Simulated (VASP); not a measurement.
# InSb (F-43m) in VASP: further runs

The runs below take InSb through single point, with PBE.

Everything below comes from runs of VASP 6.6.1. Logs are shortened: lines on timing, memory, paths and dates and some standing lists are left out, and cuts for length are marked.

**The experiment to reproduce.**

From “Electronic Structure and Epitaxy of CdTe Shells on InSb Nanowires”, 2021, arxiv:2111.05126, for a bulk crystal of InSb: band gap 0.24 eV.

How close the calculation comes is told below.

**1. The structure**

Symmetry: F-43m, No. 216, cubic system. The conventional cell has a = 6.478 Å, b = 6.478 Å, c = 6.478 Å, α = 90.00°, β = 90.00°, γ = 90.00°. Around In (site symmetry -43m) lie 4 Sb at 2.81 Å. Sb (site symmetry -43m) has 4 In at 2.81 Å as nearest neighbours.

**2. Single point, PBE**

INCAR

```
SYSTEM = InSb
ALGO = Normal ; EDIFF = 1E-7
ENCUT = 520 ; GGA = PE
ISIF = 2 ; ISMEAR = 0
LASPH = .TRUE. ; LCHARG = .FALSE.
LREAL = .FALSE. ; LWAVE = .FALSE.
NBANDS = 16 ; NELM = 80
PREC = Accurate ; SIGMA = 0.02
```

KPOINTS

```
k-points
0
G
  4 4 4
  0 0 0
```

POSCAR

```
InSb
1.0
    0.0000000000      3.2391000000      3.2391000000
    3.2391000000      0.0000000000      3.2391000000
    3.2391000000      3.2391000000      0.0000000000
In Sb
1 1
Direct
    0.0000000000      0.0000000000      0.0000000000
    0.2500000000      0.2500000000      0.2500000000
```

Potentials or basis: VASP PAW PBE potentials, release 64 (In_d, Sb).

Launch:

```
> cat potpaw_PBE.64/In_d/POTCAR potpaw_PBE.64/Sb/POTCAR > POTCAR
> mpirun -np 1 vasp_std > vasp.out
```

OUTCAR:

```text
SYSTEM = InSb
   EDIFF = 1E-7
   ENCUT = 520
   GGA = PE
   ISIF = 2
   ISMEAR = 0
   LASPH = .TRUE.
   LREAL = .FALSE.
   NELM = 80
   PREC = Accurate

 ion  position               nearest neighbor table
   1  0.000  0.000  0.000-   2 2.81   2 2.81   2 2.81   2 2.81
   2  0.250  0.250  0.250-   1 2.81   1 2.81   1 2.81   1 2.81

  LATTYP: Found a face centered cubic cell.
 ALAT       =     6.4782000000

  Lattice vectors:

 A1 = (   0.0000000000,   3.2391000000,   3.2391000000)
 A2 = (   3.2391000000,   0.0000000000,   3.2391000000)
 A3 = (   3.2391000000,   3.2391000000,   0.0000000000)

Analysis of symmetry for initial positions (statically):
=====================================================================
 Subroutine PRICEL returns:
 Original cell was already a primitive cell.

 Routine SETGRP: Setting up the symmetry group for a
 face centered cubic supercell.

 Subroutine GETGRP returns: Found 24 space group operations
 (whereof 24 operations were pure point group operations)
 out of a pool of 48 trial point group operations.

The static configuration has the point symmetry T_d .

Analysis of symmetry for dynamics (positions and initial velocities):
=====================================================================
 Subroutine PRICEL returns:
 Original cell was already a primitive cell.

 Routine SETGRP: Setting up the symmetry group for a
 face centered cubic supercell.

 Subroutine GETGRP returns: Found 24 space group operations
 (whereof 24 operations were pure point group operations)
 out of a pool of 48 trial point group operations.

The dynamic configuration has the point symmetry T_d .

 Subroutine INISYM returns: Found 24 space group operations
 (whereof 24 operations are pure point group operations),
 and found     1 'primitive' translations

----------------------------------------------------------------------------------------

                                     Primitive cell

  volume of cell :      67.9678

  direct lattice vectors                    reciprocal lattice vectors
     0.000000000  3.239100000  3.239100000    -0.154363867  0.154363867  0.154363867
     3.239100000  0.000000000  3.239100000     0.154363867 -0.154363867  0.154363867
     3.239100000  3.239100000  0.000000000     0.154363867  0.154363867 -0.154363867

  length of vectors
     4.580779150  4.580779150  4.580779150     0.267366060  0.267366060  0.267366060

  position of ions in fractional coordinates (direct lattice)
     0.000000000  0.000000000  0.000000000
     0.250000000  0.250000000  0.250000000

  ion indices of the primitive-cell ions
   primitive index   ion index
                 1           1
                 2           2

----------------------------------------------------------------------------------------

 KPOINTS: k-points

Automatic generation of k-mesh.
 Grid dimensions read from file:
 generate k-points for:    4    4    4

 Generating k-lattice:

  Cartesian coordinates                     Fractional coordinates (reciprocal lattice)
    -0.038590967  0.038590967  0.038590967     0.250000000  0.000000000  0.000000000
     0.038590967 -0.038590967  0.038590967     0.000000000  0.250000000  0.000000000
     0.038590967  0.038590967 -0.038590967     0.000000000  0.000000000  0.250000000

  Length of vectors
     0.066841515  0.066841515  0.066841515

  Shift w.r.t. Gamma in fractional coordinates (k-lattice)
     0.000000000  0.000000000  0.000000000

 Subroutine IBZKPT returns following result:
 ===========================================

 Found      8 irreducible k-points:

 Following reciprocal coordinates:
            Coordinates               Weight
  0.000000  0.000000  0.000000      1.000000
  0.250000  0.000000  0.000000      8.000000
  0.500000  0.000000  0.000000      4.000000
  0.250000  0.250000  0.000000      6.000000
  0.500000  0.250000  0.000000     24.000000
 -0.250000  0.250000  0.000000     12.000000
  0.500000  0.500000  0.000000      3.000000
 -0.250000  0.500000  0.250000      6.000000
   k-points           NKPTS =      8   k-points in BZ     NKDIM =      8   number of bands    NBANDS=     16
   number of dos      NEDOS =    301   number of ions     NIONS =      2
   total plane-waves  NPLWV =  46656
   dimension x,y,z NGX =    36 NGY =   36 NGZ =   36
   dimension x,y,z NGXF=    72 NGYF=   72 NGZF=   72
   ions per type =               1   1
   NGX,Y,Z   is equivalent  to a cutoff of  13.07, 13.07, 13.07 a.u.
   NGXF,Y,Z  is equivalent  to a cutoff of  26.13, 26.13, 26.13 a.u.
 SYSTEM =  InSb
   PREC   = accura    normal or accurate (medium, high low for compatibility)
   ISTART =      0    job   : 0-new  1-cont  2-samecut
   ICHARG =      2    charge: 1-file 2-atom 10-const
   ISPIN  =      1    spin polarized calculation?
   LNONCOLLINEAR =      F non collinear calculations
   LSORBIT =      F    spin-orbit coupling
   LASPH  =      T    aspherical Exc in radial PAW
   ENCUT  =  520.0 eV  38.22 Ry    6.18 a.u.   8.52  8.52  8.52*2*pi/ulx,y,z
   NELM   =     80;   NELMIN=  2; NELMDL= -5     # of ELM steps
   EDIFF  = 0.1E-06   stopping-criterion for ELM
   LREAL  =      F    real-space projection
   EDIFFG = 0.1E-05   stopping-criterion for IOM
   NSW    =      0    number of steps for IOM
   IBRION =     -1    ionic relax: 0-MD 1-quasi-New 2-CG
   NFREE  =      0    steps in history (QN), initial steepest desc. (CG)
   ISIF   =      2    stress and relaxation
   ISYM   =      2    0-nonsym 1-usesym 2-fastsym
   POTIM  = 0.5000    time-step for ionic-motion
   TEBEG  =    0.0;   TEEND  =   0.0 temperature during run
   PSTRESS=    0.0 pullay stress
   NELECT =      18.0000    total number of electrons
   NUPDOWN=      -1.0000    fix difference up-down
   EMIN   =  10.00;   EMAX   =-10.00  energy-range for DOS
   EFERMI =   0.00;   METHOD = LEGACY
   ISMEAR =     0;   SIGMA  =   0.02  broadening in eV -4-tet -1-fermi 0-gaus
   EFERMI_NEDOS =   21; number of points for ismear=-14 and -15
   IALGO  =     38    algorithm
   IMIX   =      4    mixing-type and parameters
     AMIX     =   0.40;   BMIX     =  1.00
     AMIX_MAG =   1.60;   BMIX_MAG =  1.00
  volume/ion in A,a.u.               =      33.98       229.33
  Fermi-wavevector in a.u.,A,eV,Ry     =   1.051311  1.986690 15.037912  1.105255
  Thomas-Fermi vector in A             =   2.186349
   LORBIT       =      0    0 simple, 1 ext, 2 COOP (PROOUT), +10 PAW based schemes
   GGA     = PE    functional components
   LHFCALC =     F    Hartree Fock is set to
   AEXX    =    0.0000 exact exchange contribution
   IVDW    =     0    specifies the selected vdW correction
   LEPSILON=     F    determine dielectric tensor
   LRPA    =     F    only Hartree local field effects (RPA)
 non-spin polarized calculation
 Gauss-broadening in eV      SIGMA  =   0.02
  energy-cutoff  :      520.00
  volume of cell :       67.97
 maximum number of plane-waves:      1850
 NGX is ok and might be reduce to    36
   NGX = 17   NGY = 17   NGZ = 17

 number of electron      17.9999993 magnetization

 Free energy of the ion-electron system (eV)
  ---------------------------------------------------
  ext. energy  EPLUGINS =         0.00000000
  ---------------------------------------------------
  free energy    TOTEN  =        -6.75502145 eV

  energy without entropy =       -6.75453938  energy(sigma->0) =       -6.75478042

 E-fermi :   5.1524     XC(G=0):  -8.6627

 val. band max:        5.1463142411   @ k =   0.0000   0.0000   0.0000
 cond. band min:       5.6740323760   @ k =   0.5000   0.0000   0.0000
 fundamental gap:      0.5277181350
 Fermi energy:         5.1524055113

 k-point     1 :       0.0000    0.0000    0.0000
  band No.  band energies     occupation
      1      -9.4865      2.00000
      2      -9.4865      2.00000
      3      -9.4865      2.00000
      4      -9.4027      2.00000
      5      -9.4027      2.00000
      6      -5.5734      2.00000
[... 8 lines left out ...]
     15      13.4085      0.00000
     16      13.4085      0.00000

 k-point     2 :       0.2500    0.0000    0.0000
  band No.  band energies     occupation
      1      -9.5101      2.00000
      2      -9.4761      2.00000
      3      -9.4761      2.00000
      4      -9.4028      2.00000
      5      -9.4028      2.00000
      6      -5.0330      2.00000
[... 8 lines left out ...]
     15      12.4204      0.00000
     16      12.4204      0.00000

 k-point     3 :       0.5000    0.0000    0.0000
  band No.  band energies     occupation
      1      -9.5331      2.00000
      2      -9.4678      2.00000
      3      -9.4678      2.00000
      4      -9.4008      2.00000
      5      -9.4008      2.00000
      6      -4.2013      2.00000
[... 8 lines left out ...]
     15      14.3225      0.00000
     16      14.3225      0.00000

 k-point     4 :       0.2500    0.2500    0.0000
  band No.  band energies     occupation
      1      -9.5283      2.00000
      2      -9.4648      2.00000
      3      -9.4648      2.00000
      4      -9.4114      2.00000
      5      -9.3981      2.00000
      6      -4.8432      2.00000
[... 8 lines left out ...]
     15      13.9594      0.00000
     16      14.0316      0.00000

 k-point     5 :       0.5000    0.2500    0.0000
  band No.  band energies     occupation
      1      -9.5467      2.00000
      2      -9.4578      2.00000
      3      -9.4543      2.00000
      4      -9.4116      2.00000
      5      -9.3981      2.00000
      6      -3.9565      2.00000
[... 8 lines left out ...]
     15      14.5579      0.00000
     16      14.8875      0.00000

 k-point     6 :      -0.2500    0.2500    0.0000
  band No.  band energies     occupation
      1      -9.5338      2.00000
      2      -9.4639      2.00000
      3      -9.4639      2.00000
      4      -9.4047      2.00000
      5      -9.4030      2.00000
      6      -4.2859      2.00000
[... 8 lines left out ...]
     15      13.3501      0.00000
     16      15.0263      0.00000

 k-point     7 :       0.5000    0.5000    0.0000
  band No.  band energies     occupation
      1      -9.5658      2.00000
      2      -9.4424      2.00000
      3      -9.4424      2.00000
      4      -9.4221      2.00000
      5      -9.3936      2.00000
      6      -3.5858      2.00000
[... 8 lines left out ...]
     15      15.3434      0.00000
     16      15.7338      0.00000

 k-point     8 :      -0.2500    0.5000    0.2500
  band No.  band energies     occupation
      1      -9.5528      2.00000
      2      -9.4577      2.00000
      3      -9.4452      2.00000
      4      -9.4120      2.00000
      5      -9.4003      2.00000
      6      -3.5484      2.00000
[... 8 lines left out ...]
     15      14.9321      0.00000
     16      15.6296      0.00000

------------------------ aborting loop because EDIFF is reached ----------------------------------------

  FORCE on cell =-STRESS in cart. coord.  units (eV):
  Direction    XX          YY          ZZ          XY          YZ          ZX
  --------------------------------------------------------------------------------------
  -------------------------------------------------------------------------------------
  Total        1.5530648      1.5530648      1.5530648     -0.0000000      0.0000000      0.0000000
  in kB       36.6097786     36.6097786     36.6097786     -0.0000000      0.0000000      0.0000000
  external PRESSURE =      36.6097786 kB  Pullay stress =       0.0000000 kB

 VOLUME and BASIS-vectors are now :
 -----------------------------------------------------------------------------
  energy-cutoff  :      520.00
  volume of cell :       67.97
      direct lattice vectors                 reciprocal lattice vectors
     0.000000000  3.239100000  3.239100000    -0.154363867  0.154363867  0.154363867
     3.239100000  0.000000000  3.239100000     0.154363867 -0.154363867  0.154363867
     3.239100000  3.239100000  0.000000000     0.154363867  0.154363867 -0.154363867

 POSITION                                       TOTAL-FORCE (eV/Angst)
 -----------------------------------------------------------------------------------
      0.00000      0.00000      0.00000        -0.000000      0.000000     -0.000000
      1.61955      1.61955      1.61955         0.000000     -0.000000      0.000000
 -----------------------------------------------------------------------------------
    total drift:                               -0.000000     -0.000000     -0.000000

  FREE ENERGIE OF THE ION-ELECTRON SYSTEM (eV)
  ---------------------------------------------------
  free  energy   TOTEN  =        -6.7550214532 eV

  energy  without entropy=       -6.7545393835  energy(sigma->0) =       -6.75478042
```

Wall time 6.8 s (1 thread of Intel Xeon 6975P-C (Granite Rapids), shared host); peak memory 0.2 GiB.

Results:

- Free energy: -6.7550 eV
- Pressure: 3.7 GPa
- Band gap on the k mesh: none (metal or under the smearing width)

Caveat: the k mesh is coarse (spacing up to 0.42 Å⁻¹), so the values aren't converged; this crystal is a semiconductor, whose small gap the functional closes, so the metal is an error of the method. Spin-orbit coupling is left out, which matters for the levels of Sb.

[end of part 1 of 2]
